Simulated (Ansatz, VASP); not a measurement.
# HgTe: VASP beside Ansatz

```
Hg Te
1.0
     0.00000    3.18000    3.18000
     3.18000    0.00000    3.18000
     3.18000    3.18000    0.00000
Hg Te
1 1
Cartesian
  0.0000 0.0000 0.0000
  3.1800 3.1800 3.1800
```

Measurements of this composition are mostly on another form, of space group No. 216.

Alike in both runs: task electric field gradients; functional PBE; k mesh 8 × 8 × 8; occupations fermi-dirac, width 0.05 eV; no spin polarisation.

|  | VASP | Ansatz |
| --- | --- | --- |
| version | VASP 6.6.1 | Ansatz 0.2.0 |
| potentials or method | VASP PAW PBE potentials, release 64 (Hg, Te) | plane-wave PAW, scalar-relativistic |
| plane-wave cutoff (eV) | 520 | 800 |
| valence electrons in the cell | 18 | 36 |

```tsv
	VASP	Ansatz	Ansatz less VASP
pressure (GPa)	-3.5	-3.6	-0.05
Vzz of the field gradient on the site that differs most (V/Å²)	0.0	0.0	0.00
```

The two sets of potentials don't hold the same shells in valence. Ansatz warned: «gradients_without_spin_orbit».

The runs have no spin-orbit coupling, so splittings on Hg, Te are missing.
